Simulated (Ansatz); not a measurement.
## Bi: levels along high-symmetry lines

```yaml
crystal:
  lattice:
    - [4.53900, 0.00000, 0.00000]
    - [-2.26950, 3.93089, 0.00000]
    - [0.00000, 0.00000, 11.82900]
  atoms:
    - { symbol: Bi, position: [0.33333, 0.66667, 0.25000] }
    - { symbol: Bi, position: [0.66667, 0.33333, 0.75000] }
```

Atoms are numbered in the order listed.

Conventional cell: a = 4.539 Å, b = 4.539 Å, c = 11.829 Å, α = 90.00°, β = 90.00°, γ = 120.00°.

The geometry is COD entry 9011614, unchecked; take it as a test cell.

No spin–orbit coupling, which matters for the heavy atoms here.

The calculation used DFT, PBE, all-electron LAPW, scalar-relativistic in Ansatz 0.2.0.

The runs use a Γ-centred 9×9×3 k mesh, Fermi–Dirac smearing of 0.03 eV, basis error target 0.5 meV/atom, no spin polarisation.

Points in fractions of the reciprocal vectors of this cell: Γ (0, 0, 0), M (0.5, 0, 0), K (0.333, 0.333, 0), A (0, 0, 0.5), L (0.5, 0, 0.5), H (0.333, 0.333, 0.5). The path joins them by straight lines in the order Γ–M–K–Γ–A–L–H–A–L; legs that retrace an earlier one aren't tabulated. Energies are in eV from the Fermi level.

Q: Metal or insulator at this level of theory?

A: No gap opens: metallic or semimetallic.

Q: Tabulate bands 18 to 23, counted from the lowest band of the run, along the path.

A: 
```json
{"k (1/Å)": "0.00", "point": "Γ", "band 18": "-10.28", "band 19": "-0.84", "band 20": "-0.34", "band 21": "1.43", "band 22": "1.43", "band 23": "1.44"}
{"k (1/Å)": "0.20", "point": "", "band 18": "-10.23", "band 19": "-0.74", "band 20": "-0.26", "band 21": "0.74", "band 22": "0.77", "band 23": "1.31"}
{"k (1/Å)": "0.40", "point": "", "band 18": "-10.12", "band 19": "-0.47", "band 20": "-0.32", "band 21": "-0.28", "band 22": "-0.06", "band 23": "1.05"}
{"k (1/Å)": "0.60", "point": "", "band 18": "-10.00", "band 19": "-1.09", "band 20": "-1.05", "band 21": "-0.13", "band 22": "0.14", "band 23": "0.82"}
{"k (1/Å)": "0.80", "point": "M", "band 18": "-9.95", "band 19": "-1.37", "band 20": "-1.34", "band 21": "0.06", "band 22": "0.21", "band 23": "0.73"}
{"k (1/Å)": "0.91", "point": "", "band 18": "-9.95", "band 19": "-1.33", "band 20": "-1.29", "band 21": "0.08", "band 22": "0.22", "band 23": "0.54"}
{"k (1/Å)": "1.03", "point": "", "band 18": "-9.93", "band 19": "-1.20", "band 20": "-1.17", "band 21": "0.11", "band 22": "0.13", "band 23": "0.14"}
{"k (1/Å)": "1.15", "point": "", "band 18": "-9.92", "band 19": "-1.00", "band 20": "-0.97", "band 21": "-0.35", "band 22": "-0.32", "band 23": "0.19"}
{"k (1/Å)": "1.26", "point": "K", "band 18": "-9.91", "band 19": "-0.74", "band 20": "-0.71", "band 21": "-0.71", "band 22": "-0.68", "band 23": "0.24"}
{"k (1/Å)": "1.49", "point": "", "band 18": "-9.95", "band 19": "-0.98", "band 20": "-0.95", "band 21": "-0.03", "band 22": "0.00", "band 23": "0.03"}
{"k (1/Å)": "1.72", "point": "", "band 18": "-10.08", "band 19": "-0.48", "band 20": "-0.45", "band 21": "-0.36", "band 22": "0.01", "band 23": "0.72"}
{"k (1/Å)": "1.95", "point": "", "band 18": "-10.22", "band 19": "-0.71", "band 20": "-0.23", "band 21": "0.59", "band 22": "0.62", "band 23": "1.25"}
{"k (1/Å)": "2.18", "point": "Γ", "band 18": "-10.28", "band 19": "-0.84", "band 20": "-0.34", "band 21": "1.43", "band 22": "1.43", "band 23": "1.44"}
{"k (1/Å)": "2.25", "point": "", "band 18": "-10.28", "band 19": "-0.82", "band 20": "-0.36", "band 21": "1.43", "band 22": "1.43", "band 23": "1.44"}
{"k (1/Å)": "2.32", "point": "", "band 18": "-10.28", "band 19": "-0.78", "band 20": "-0.43", "band 21": "1.43", "band 22": "1.43", "band 23": "1.44"}
{"k (1/Å)": "2.38", "point": "", "band 18": "-10.28", "band 19": "-0.70", "band 20": "-0.52", "band 21": "1.43", "band 22": "1.43", "band 23": "1.44"}
{"k (1/Å)": "2.45", "point": "A", "band 18": "-10.28", "band 19": "-0.61", "band 20": "-0.61", "band 21": "1.44", "band 22": "1.44", "band 23": "1.44"}
{"k (1/Å)": "2.65", "point": "", "band 18": "-10.24", "band 19": "-0.53", "band 20": "-0.53", "band 21": "0.77", "band 22": "0.77", "band 23": "1.32"}
{"k (1/Å)": "2.85", "point": "", "band 18": "-10.13", "band 19": "-0.37", "band 20": "-0.37", "band 21": "-0.21", "band 22": "-0.21", "band 23": "1.06"}
{"k (1/Å)": "3.05", "point": "", "band 18": "-10.01", "band 19": "-1.07", "band 20": "-1.07", "band 21": "0.01", "band 22": "0.01", "band 23": "0.84"}
{"k (1/Å)": "3.25", "point": "L", "band 18": "-9.95", "band 19": "-1.35", "band 20": "-1.35", "band 21": "0.14", "band 22": "0.14", "band 23": "0.75"}
{"k (1/Å)": "3.36", "point": "", "band 18": "-9.95", "band 19": "-1.31", "band 20": "-1.31", "band 21": "0.15", "band 22": "0.15", "band 23": "0.56"}
{"k (1/Å)": "3.48", "point": "", "band 18": "-9.93", "band 19": "-1.19", "band 20": "-1.19", "band 21": "0.11", "band 22": "0.11", "band 23": "0.20"}
{"k (1/Å)": "3.59", "point": "", "band 18": "-9.92", "band 19": "-0.99", "band 20": "-0.99", "band 21": "-0.34", "band 22": "-0.34", "band 23": "0.23"}
{"k (1/Å)": "3.71", "point": "H", "band 18": "-9.91", "band 19": "-0.72", "band 20": "-0.72", "band 21": "-0.71", "band 22": "-0.71", "band 23": "0.25"}
{"k (1/Å)": "3.94", "point": "", "band 18": "-9.96", "band 19": "-0.97", "band 20": "-0.97", "band 21": "-0.02", "band 22": "-0.02", "band 23": "0.14"}
{"k (1/Å)": "4.17", "point": "", "band 18": "-10.09", "band 19": "-0.49", "band 20": "-0.49", "band 21": "-0.17", "band 22": "-0.17", "band 23": "0.73"}
{"k (1/Å)": "4.40", "point": "", "band 18": "-10.22", "band 19": "-0.50", "band 20": "-0.50", "band 21": "0.62", "band 22": "0.62", "band 23": "1.26"}
{"k (1/Å)": "4.63", "point": "A", "band 18": "-10.28", "band 19": "-0.61", "band 20": "-0.61", "band 21": "1.44", "band 22": "1.44", "band 23": "1.44"}
```
